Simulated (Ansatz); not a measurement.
# TePt (R-3m) in Ansatz: reference runs

How does TePt come out in PBEsol? The cell is run as given and disturbed.

All numbers are computed with Ansatz 0.2.0; they aren't measurements. Logs are shortened: lines on timing, memory, paths and dates and some standing lists are left out, and cuts for length are marked.

### Step 1. Starting point

The structure is trigonal, space group R-3m (No. 166). The conventional cell has a = 3.963 Å, b = 3.963 Å, c = 19.983 Å, α = 90.00°, β = 90.00°, γ = 120.00°. Around Pt (site symmetry 3m) lie 3 Te at 2.59 Å and 3 Pt at 2.72 Å. Te (site symmetry 3m) has 3 Pt at 2.59 Å as nearest neighbours.

### Step 2. Single point, PBEsol

input.yaml reads:

```yaml
crystal:
  lattice:
    - [1.9815661262, 1.1440577364, 6.6610334788]
    - [-1.9815661262, 1.1440577364, 6.6610334788]
    - [0.0, -2.2881154728, 6.6610334788]
  atoms:
    - { symbol: Pt, position: [0.1296666667, 0.1296666667, 0.1296666667] }
    - { symbol: Pt, position: [0.8703333333, 0.8703333333, 0.8703333333] }
    - { symbol: Te, position: [0.402, 0.402, 0.402] }
    - { symbol: Te, position: [0.598, 0.598, 0.598] }
kpoints:
  mp_grid: { grid: [8, 8, 8] }
scf:
  occupations: { method: fermi_dirac, width: 0.05 }
hamiltonian:
  xc: pbesol
  pseudopotentials: { kind: all_electron, lapw: { basis_error: 0.001 } }
output:
  forces: true
  stress: true
  eigenvalues: true
  populations: true
```

Potentials or basis: all-electron LAPW, scalar-relativistic.

On the command line:

```sh
$ ansatz run input.yaml --threads 2 --pin off --max-ram 8192MiB --backend cpu --events-out ev --progress --plain --runs-dir out
```

The log of the run:

```text
Warning: RAYON_NUM_THREADS=2 ignored (pool sized by the plan → 2); use --threads N
Pt: projections on atomic orbitals take those of the free atom 1s2 2s2 2p6 3s2 3p6 3d10 4s2 4p6 4d10 4f14 5s2 5p6 5d9 6s1, of charge +0.00 (hamiltonian.pseudopotentials.projection_atoms)
Te: projections on atomic orbitals take those of the free atom 1s2 2s2 2p6 3s2 3p6 3d10 4s2 4p6 4d10 5s2 5p4, of charge +0.00 (hamiltonian.pseudopotentials.projection_atoms)
LAPW: plane waves up to 9.031 Å⁻¹, error target 1.0e-3 eV per atom; small_component_spin mean_spin; Te in spheres of 1.286 Å, 24 of its electrons in bands, Dirac shells []; Pt in spheres of 1.307 Å, 42 of its electrons in bands, Dirac shells [] (how accurate: hamiltonian.pseudopotentials.lapw.basis_error, Limitations)
Engine: ansatz 0.2.0, aarch64-unknown-linux-gnu
Pseudopotentials: kind: all_electron
Pseudopotential: Pt, LAPW, valence charge 42, lapw/all_electron/scalar/gaussian/Pt, Koelling and Harmon's equation, gaussian nucleus
Pseudopotential: Te, LAPW, valence charge 24, lapw/all_electron/scalar/gaussian/Te, Koelling and Harmon's equation, gaussian nucleus
Functional definition: PBEsol
  exchange = pbesol_x
  correlation = pbesol_c
Crystal: 4 atoms, lattice volume = 90.604 Å³
Basis set: ecut = 310.7526838841543 eV, 1117 PW (Γ), FFT grids on a1−a3, a2−a3, a3, exchange–correlation at level 2
Bands: 80, of which v1, the nominal top of the filled ones, is band 66 counted from 1 (65 counted from 0)
Symmetry: 12 space group operations
Space group: R-3m (ITA 166), of the structure as read, at distance tolerance 4.5e-5 Å
k-points: 65 of 512
Non-local potential: Pt, projectors of the file, none
Non-local potential: Te, projectors of the file, none
Initial density: superposition of atomic densities (chi_scale 0.1, normalization cell, long waves kept (reshape's long-wave potential 0.12 eV rms))
Initial wavefunctions: plane waves of lowest kinetic energy (no species holds an atomic orbital)
Functional: x = pbesol(κ = 0.804, μ = 0.12345679012345678), c = pbesol(β = 0.046)
iter 1 solved again at ethr=3.34e-4 eV; its pass at ethr=1.00e-1 eV (dr2=4.41e-1 eV) is discarded
SCF iter   1: F=—  HF=-1371250.216253 eV  |F-HF|=—  |Δ(HF+E_count)|=         —  Δρ=2.66e-2  dr2=4.43e-1  ethr=3.34e-4  ⟨swp⟩=2.7  Hψ=32905  notcnv=0
preconditioner: auto → LDOS  [metal: Δε(μ)=0.008 eV  Ē_g=11.794 eV  σ=0.050 eV  W_gap=0.04  n_scr=36 (ndim 8)  ℏωp=22.1 eV  f_vac=0.117  D(μ)=2.24/eV (n_scr^D=16)  β→1.0]
SCF iter   2: F=—  HF=-1371249.911583 eV  |F-HF|=—  |Δ(HF+E_count)|=   3.05e-1  Δρ=9.58e-3  dr2=1.34e-1  ethr=3.34e-4  ⟨swp⟩=3.0  Hψ=16737  notcnv=0
iter 3 solved again at ethr=7.66e-6 eV; its pass at ethr=1.02e-4 eV (dr2=1.01e-2 eV) is discarded
SCF iter   3: F=—  HF=-1371249.568424 eV  |F-HF|=—  |Δ(HF+E_count)|=   3.43e-1  Δρ=3.31e-3  dr2=1.01e-2  ethr=7.66e-6  ⟨swp⟩=2.0  Hψ=26671  notcnv=0
SCF iter   4: F=—  HF=-1371249.544783 eV  |F-HF|=—  |Δ(HF+E_count)|=         —  Δρ=1.13e-3  dr2=6.71e-4  ethr=7.64e-6  ⟨swp⟩=2.0  Hψ=14573  notcnv=0
the basis was enlarged: its passes take 968.6 KiB over the memory plan, 2 of 2 planned eigensolver slots
SCF iter   5: F=—  HF=-1371249.544303 eV  |F-HF|=—  |Δ(HF+E_count)|=   4.80e-4  Δρ=2.84e-4  dr2=4.30e-5  ethr=5.09e-7  ⟨swp⟩=2.0  Hψ=14572  notcnv=0
SCF iter   6: F=—  HF=-1371249.544333 eV  |F-HF|=—  |Δ(HF+E_count)|=   2.97e-5  Δρ=5.45e-5  dr2=2.23e-6  ethr=3.26e-8  ⟨swp⟩=2.0  Hψ=14573  notcnv=0
SCF iter   7: F=—  HF=-1371249.544332 eV  |F-HF|=—  |Δ(HF+E_count)|=   1.28e-6  Δρ=1.27e-5  dr2=1.10e-7  ethr=1.69e-9  ⟨swp⟩=2.6  Hψ=14621  notcnv=0
SCF iter   8: F=-1371249.544332 eV  HF=-1371249.544332 eV  |F-HF|=2.10e-9  |Δ(HF+E_count)|=   6.59e-8  Δρ=4.22e-6  dr2=1.22e-8  ethr=8.31e-11  ⟨swp⟩=3.0  Hψ=14870  notcnv=0
SCF 1 converged in 8 iterations: F = -1371249.544332 eV  dr2 = 1.22e-8
SCF converged after 8 iterations
Free energy (F): -1371249.544332 eV
Harris-Foulkes:  -1371249.544332 eV  (|F-HF|=2.10e-9)
Internal energy: -1371249.527241 eV  (E = F + TS)
E sigma→0 (E₀):  -1371249.535787 eV
Entropy (-TS):   -0.017091 eV (-4.273 meV/atom)
Fermi energy:    17.763214 eV
--- Per-component energies (eV) ---
  E_band       = -9463.396081
  E_kinetic    = 1527670.898122
  E_xc         = -28532.179827
  E_electrostatic = -2870388.245536  (all electrons and nuclei)
  E_smearing   = -0.017091  (= −TS)
  E_closure    = 0.000000  (closes the sum)
  E_atoms      = -1371227.229492  (free atoms, spherical and without spin; not in F)
  Σ components = -1371249.544332   (vs F -1371249.544332, Δ=0.00e0)
  Basis errors (estimates in eV, not in F): energy 4.1e-4 per atom: plane waves 3.7e-4 (2.1e-4 summed), levels above the bands 5.9e-105, relativity 6.3e-8, radial functions 4.2e-5, core shells 6.5e-7; eigenvalues (radial functions only) 1.1e-6; not estimated: angular momenta, meshes, grids; target (lapw.basis_error) 1.0e-3; muffin-tin radii Te 1.286 Å, Pt 1.307 Å
--- Forces (eV/Å), atoms counted from 1 ---
  atom   1  Pt     0.00000000    -0.00000000     0.19284032
  atom   2  Pt     0.00000000     0.00000000    -0.19284032
  atom   3  Te     0.00000000    -0.00000000    -0.08594216
  atom   4  Te     0.00000000     0.00000000     0.08594216
  max |Σ_I F_I| component: 0.00e0 eV/Å
--- Stress (GPa, compression-positive) ---
       -0.202818       0.000000      -0.000000
        0.000000      -0.202818       0.000000
        0.000000       0.000000      -0.570813
  P = ⅓ Tr σ = -0.3255 GPa (-3.255 kbar)
--- Band table (eV; the first three rows and the last of 65) ---
  k-point 0: bands = ["-285.3121", "-285.3121", "-285.3121", "-285.3121", "-285.2342", "-285.2342", "-285.2342", "-285.2342", "-285.2139", "-285.2139", "-141.9527", "-141.9527", "-92.0628", "-92.0628", "-92.0628", "-92.0628", "-92.0463", "-92.0462", "-80.6951", "-80.6737", "-49.2620", "-49.2605", "-49.2378", "-49.2378", "-49.2369", "-49.2369", "-49.2320", "-49.2312", "-49.1826", "-49.1826", "-49.1820", "-49.1820", "-49.1383", "-49.1378", "-35.0027", "-35.0027", "-34.8730", "-34.8730", "-34.8350", "-34.7332", "-19.5178", "-19.5178", "-19.5132", "-19.5132", "-19.4920", "-19.4920", "-19.4902", "-19.4902", "-19.4850", "-19.4831", "4.3980", "5.9528", "10.9240", "12.2418", "12.2418", "12.9249", "12.9249", "13.3636", "14.7028", "14.7028", "15.7763", "15.7763", "16.0062", "18.4493", "18.4493", "18.6195", "19.0130", "20.6297", "20.6297", "22.3331", "23.8143", "24.1273", "24.1273", "25.5953", "25.8497", "25.8497", "26.5186", "28.5322", "28.5322", "28.7882"]
  k-point 1: bands = ["-285.3121", "-285.3121", "-285.3121", "-285.3121", "-285.2342", "-285.2342", "-285.2342", "-285.2342", "-285.2139", "-285.2139", "-141.9527", "-141.9527", "-92.0628", "-92.0628", "-92.0628", "-92.0628", "-92.0463", "-92.0462", "-80.6943", "-80.6744", "-49.2619", "-49.2606", "-49.2378", "-49.2378", "-49.2369", "-49.2368", "-49.2320", "-49.2312", "-49.1826", "-49.1826", "-49.1820", "-49.1820", "-49.1383", "-49.1379", "-35.0051", "-35.0029", "-34.8906", "-34.8709", "-34.8179", "-34.7336", "-19.5178", "-19.5174", "-19.5135", "-19.5128", "-19.4924", "-19.4921", "-19.4903", "-19.4897", "-19.4846", "-19.4827", "4.5590", "6.0087", "11.0873", "12.2771", "12.3174", "12.7080", "13.1270", "13.4240", "14.3244", "14.4698", "15.7479", "15.7959", "16.0797", "17.1770", "18.3587", "18.8735", "19.4844", "19.9972", "20.2071", "22.9724", "23.3890", "24.0353", "24.5476", "24.8560", "25.9952", "26.3381", "27.6503", "28.0092", "28.4732", "29.2404"]
  k-point 2: bands = ["-285.3121", "-285.3121", "-285.3121", "-285.3121", "-285.2342", "-285.2342", "-285.2342", "-285.2342", "-285.2139", "-285.2139", "-141.9527", "-141.9527", "-92.0628", "-92.0628", "-92.0628", "-92.0628", "-92.0463", "-92.0462", "-80.6923", "-80.6764", "-49.2618", "-49.2607", "-49.2379", "-49.2377", "-49.2369", "-49.2367", "-49.2319", "-49.2313", "-49.1826", "-49.1825", "-49.1821", "-49.1820", "-49.1382", "-49.1379", "-35.0106", "-35.0028", "-34.9164", "-34.8662", "-34.7929", "-34.7352", "-19.5179", "-19.5164", "-19.5142", "-19.5116", "-19.4934", "-19.4922", "-19.4905", "-19.4887", "-19.4837", "-19.4817", "4.9902", "6.1648", "11.3722", "11.8856", "12.4144", "12.8790", "13.4244", "13.6599", "14.0424", "14.2398", "15.4884", "15.6363", "15.9007", "16.1344", "17.2170", "18.0794", "18.9925", "19.4456", "21.0141", "22.1338", "23.0930", "24.4781", "25.3681", "25.7213", "25.9037", "27.2534", "27.9378", "28.5083", "29.0669", "29.7035"]
  k-point 64: bands = ["-285.3121", "-285.3121", "-285.3121", "-285.3121", "-285.2342", "-285.2342", "-285.2342", "-285.2342", "-285.2139", "-285.2139", "-141.9527", "-141.9527", "-92.0628", "-92.0628", "-92.0628", "-92.0628", "-92.0463", "-92.0462", "-80.6951", "-80.6737", "-49.2620", "-49.2605", "-49.2378", "-49.2378", "-49.2369", "-49.2369", "-49.2320", "-49.2312", "-49.1826", "-49.1826", "-49.1820", "-49.1820", "-49.1383", "-49.1379", "-35.0027", "-35.0027", "-34.8730", "-34.8730", "-34.8350", "-34.7332", "-19.5178", "-19.5178", "-19.5132", "-19.5132", "-19.4925", "-19.4925", "-19.4897", "-19.4897", "-19.4857", "-19.4824", "4.9792", "5.0872", "12.2687", "12.2687", "12.2702", "12.8634", "12.8634", "12.8974", "14.7188", "14.7188", "15.7936", "15.7936", "16.0521", "16.1428", "19.0117", "19.0117", "19.7242", "19.7242", "21.2718", "22.2757", "22.5157", "24.5543", "24.5543", "26.1218", "26.1218", "26.8846", "27.7516", "27.9649", "27.9649", "29.1314"]
--- Löwdin populations: 4 sites ---
  site symbol       q [e]
     0     Pt     77.8763
     1     Pt     77.8763
     2     Te     51.9129
     3     Te     51.9129
  spilling = 0.001622 (of n_electrons = 260.000000)
```

Wall time 76 s (2 threads of Arm Neoverse V2, shared host); peak memory 1.1 GiB.

Results:

* Free energy: -1371249.5443 eV
* Pressure: -0.3 GPa
* Largest force: 0.193 eV/Å
* Band gap on the k mesh: none (metal or under the smearing width)

Forces in eV/Å, atoms in the order of the input:
```
Pt   0.000  0.000  0.193
Pt   0.000  0.000 -0.193
Te   0.000  0.000 -0.086
Te   0.000  0.000  0.086
```

Stress tensor (GPa, compression positive):
```
-0.20  0.00  0.00
 0.00 -0.20  0.00
 0.00  0.00 -0.57
```

### Step 3. Single point, PBEsol (atoms moved at random, drawn with an rms of 0.05 Å)

Changes to input.yaml since step 2:

```diff
@@ -6,6 +6,6 @@
   atoms:
-    - { symbol: Pt, position: [0.1296666667, 0.1296666667, 0.1296666667] }
-    - { symbol: Pt, position: [0.8703333333, 0.8703333333, 0.8703333333] }
-    - { symbol: Te, position: [0.402, 0.402, 0.402] }
-    - { symbol: Te, position: [0.598, 0.598, 0.598] }
+    - { symbol: Pt, position: [0.126341, 0.136985, 0.121941] }
+    - { symbol: Pt, position: [0.859459, 0.8866, 0.868381] }
+    - { symbol: Te, position: [0.405615, 0.398825, 0.40234] }
+    - { symbol: Te, position: [0.594208, 0.595958, 0.599993] }
 kpoints:
```

Potentials or basis: all-electron LAPW, scalar-relativistic.

On the command line:

```sh
$ ansatz run input.yaml --threads 2 --pin off --max-ram 8192MiB --backend cpu --events-out ev --progress --plain --runs-dir out
```

Run time: 11 min. Hardware: 2 threads of Arm Neoverse V2, shared host; peak memory 3.1 GiB.

The run converged. Its results:

```yaml
Free_energy: -1371249.4948 eV
Pressure: 0.6 GPa
Largest_force: 0.938 eV/Å
Band_gap_on_the_k_mesh: none (metal or under the smearing width)
```

Forces on the atoms (eV/Å):
```
Pt   0.121 -0.228  0.578
Pt   0.589 -0.151 -0.715
Te  -0.272  0.168 -0.325
Te  -0.438  0.211  0.462
```

Stress tensor (GPa, compression positive):
```
 1.00 -0.07  0.05
-0.07  0.72  0.23
 0.05  0.23  0.17
```

Levels at points of the mesh, in eV from the Fermi level:
```
              k point  band 63  band 64  band 65  band 66  band 67  band 68  band 69  band 70
   (0.00, 0.00, 0.00)    -1.84     0.77     0.79     0.90     1.36     2.91     2.92     4.53
  (0.00, 0.00, -0.50)    -2.60    -2.03    -2.01    -1.08     0.29     1.38     1.99     3.80
  (0.00, -0.50, 0.00)    -2.64    -2.02    -2.00    -1.10     0.28     1.38     1.98     3.81
 (0.00, -0.50, -0.50)    -2.55    -2.04    -1.72    -1.27    -1.15     2.48     3.82     4.74
  (-0.50, 0.00, 0.00)    -2.56    -2.07    -1.99    -1.07     0.29     1.36     2.03     3.76
 (-0.50, 0.00, -0.50)    -2.59    -2.00    -1.74    -1.30    -1.15     2.49     3.70     4.75
 (-0.50, -0.50, 0.00)    -2.58    -2.01    -1.73    -1.28    -1.15     2.49     3.71     4.73
(-0.50, -0.50, -0.50)    -1.80    -1.53     1.28     1.32     2.02     2.05     3.55     4.48
```

The run has no spin-orbit coupling, so splittings on Pt, Te are missing.
